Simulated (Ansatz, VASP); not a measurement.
# Au (linear Au chain): VASP beside Ansatz, part 2 of 2

One calculation is typed for both programs; each brings its own data sets. How far apart do they land? The structure shown is the end of the Ansatz relaxation below.

VASP 6.6.1 and Ansatz 0.2.0.

So far: The structure; Ansatz: relaxation, PBE; VASP: single point, PBE.

## 3. VASP: single point, PBE (continued)

Level of this step: PBE, zero-moment start; plane waves and PAW (Au) (VASP).

Numbers of over 12 decimals in the logs are rounded to 6 here.

Parts of OUTCAR (step 3):

```text
ion  position               nearest neighbor table
   1  0.500  0.500  0.000-

  LATTYP: Found a simple tetragonal cell.
 ALAT       =     7.5000000000
 C/A-ratio  =     0.3441815047

 Subroutine GETGRP returns: Found 16 space group operations
 (whereof 16 operations were pure point group operations)

The static configuration has the point symmetry D_4h.

 Found     17 irreducible k-points:

   k-points           NKPTS =     17   k-points in BZ     NKDIM =     17   number of bands    NBANDS=     12

   dimension x,y,z NGX =    56 NGY =   56 NGZ =   20
   dimension x,y,z NGXF=   112 NGYF=  112 NGZF=   40

   ENCUT  =  500.0 eV  36.75 Ry    6.06 a.u.  13.67 13.67  4.71*2*pi/ulx,y,z

   NELECT =      11.0000    total number of electrons

 k-points in reciprocal lattice and weights: Automatic mesh
   0.00000000  0.00000000  0.00000000       0.031
   0.00000000  0.00000000  0.03125000       0.062
   0.00000000  0.00000000  0.06250000       0.062
   0.00000000  0.00000000  0.09375000       0.062
   0.00000000  0.00000000  0.12500000       0.062
   0.00000000  0.00000000  0.15625000       0.062
   0.00000000  0.00000000  0.18750000       0.062
   0.00000000  0.00000000  0.21875000       0.062
   0.00000000  0.00000000  0.25000000       0.062
[...]
0.00000000  0.00000000  0.46875000       0.062
   0.00000000  0.00000000  0.50000000       0.031

 average (electrostatic) potential at core
       1 -75.8530

 E-fermi :  -4.7694

 spin component 1
 k-point     1 :       0.0000    0.0000    0.0000
  band No.  band energies     occupation
    ...
      2      -6.1966      1.00000
      3      -6.1932      1.00000
      4      -5.8632      1.00000
      5      -4.8100      0.69247
      6      -4.8100      0.69247
      7      -0.4751      0.00000
      8      -0.4751      0.00000
      9       1.1556      0.00000
     10       2.5501      0.00000
     11       4.3578      0.00000
    ...

 k-point     2 :       0.0000    0.0000    0.0312
  band No.  band energies     occupation
    ...
      2      -6.1915      1.00000
      3      -6.1882      1.00000
      4      -5.8504      1.00000
      5      -4.8534      0.84278
      6      -4.8534      0.84278
      7      -0.4295      0.00000
      8      -0.4295      0.00000
      9       1.1766      0.00000
     10       2.5710      0.00000
     11       4.3830      0.00000
    ...

 k-point     3 :       0.0000    0.0000    0.0625
  band No.  band energies     occupation
    ...
      2      -6.1763      1.00000
      3      -6.1731      1.00000
      4      -5.8119      1.00000
      5      -4.9773      0.98459
      6      -4.9773      0.98459
      7      -0.2979      0.00000
      8      -0.2979      0.00000
      9       1.2396      0.00000
     10       2.6337      0.00000
     11       4.4583      0.00000
    ...

 k-point     4 :       0.0000    0.0000    0.0938
  band No.  band energies     occupation
    ...
      2      -6.1517      1.00000
      3      -6.1486      1.00000
      4      -5.7478      1.00000
      5      -5.1660      0.99964
      6      -5.1660      0.99964
      7      -0.0930      0.00000
      8      -0.0930      0.00000
      9       1.3446      0.00000
     10       2.7382      0.00000
     11       4.5828      0.00000
    ...

 k-point     5 :       0.0000    0.0000    0.1250
  band No.  band energies     occupation
    ...
      2      -6.1183      1.00000
      3      -6.1154      1.00000
      4      -5.6582      1.00000
      5      -5.4005      1.00000
      6      -5.4005      1.00000
      7       0.1707      0.00000
      8       0.1707      0.00000
      9       1.4917      0.00000
     10       2.8845      0.00000
     11       4.7552      0.00000
    ...

 k-point     6 :       0.0000    0.0000    0.1562
  band No.  band energies     occupation
    ...
      2      -6.0773      1.00000
      3      -6.0746      1.00000
      4      -5.6625      1.00000
      5      -5.6625      1.00000
      6      -5.5424      1.00000
      7       0.4807      0.00000
      8       0.4807      0.00000
      9       1.6811      0.00000
     10       3.0728      0.00000
     11       4.9739      0.00000
    ...

  Total       -0.0931579     -0.0931579      0.0083266      0.0000000     -0.0000000      0.0000000
  in kB       -1.0279195     -1.0279195      0.0918773      0.0000000     -0.0000000      0.0000000
  external PRESSURE =      -0.6546539 kB  Pullay stress =       0.0000000 kB

  energy-cutoff  :      500.00
  volume of cell :      145.20
      direct lattice vectors                 reciprocal lattice vectors
     7.500000000  0.000000000  0.000000000     0.133333333  0.000000000  0.000000000
     0.000000000  7.500000000  0.000000000     0.000000000  0.133333333  0.000000000
     0.000000000  0.000000000  2.581361285     0.000000000  0.000000000  0.387392499

 POSITION                                       TOTAL-FORCE (eV/Angst)
 -----------------------------------------------------------------------------------
      3.75000      3.75000      0.00000         0.000000      0.000000      0.000000
 -----------------------------------------------------------------------------------
    total drift:                                0.000000      0.000000      0.000000

  FREE ENERGIE OF THE ION-ELECTRON SYSTEM (eV)
  ---------------------------------------------------
  free  energy   TOTEN  =        -1.7598340944 eV

  energy  without entropy=       -1.7449016942  energy(sigma->0) =       -1.75236789

 total charge
# of ion       s       p       d       tot
------------------------------------------
    1        0.617   0.097   8.868   9.582

 magnetization (x)
# of ion       s       p       d       tot
------------------------------------------
    1        0.000   0.000   0.000   0.000

[... 4 further parts left out ...]
```

This run allows spin, but its moments start at zero, where symmetry between the spins tends to hold them. Its electron count is odd, so without a moment it is a metal by construction.

## 4. Comparison

Known differences besides the potentials themselves: the data sets hold 19 valence electrons in Ansatz (on its default PAW (the set named soft_2) files) and 11 in VASP; the cutoff is 420 eV in Ansatz and 500 eV in VASP; Ansatz's pressure holds a Pulay correction, VASP's none. Total energies have different zeros and are not compared.

Compared:

```
      quantity  Ansatz   VASP  difference
pressure (GPa)   -0.05  -0.07       +0.01
```

## 5. Results

```yaml
difference_in_pressure_single_point_pbe: 0.011 GPa
```

What this shows: The difference in pressure is 0.011 GPa (single point, PBE), within the 1 GPa picked in this series as the mark of a large difference. The data sets hold unlike numbers of valence electrons (19 in Ansatz and 11 in VASP), so part of the differences comes from the potentials. Such differences can come from data sets, numerical settings and the points named under the comparisons, not from the functional's error against experiment.

[Lines on the potential files, build, host, timing and source positions are cut from VASP's logs without a mark.]

[Logs are printed without paths, hosts, clocks, repeated set-up lines and the standing remarks that a program may print on its own settings, such as how far it seeks lower states.]

[Hosts, paths, dates, database ids (printed as entryN), source tags and the programs' standing remarks are cut or masked in the printed files.]
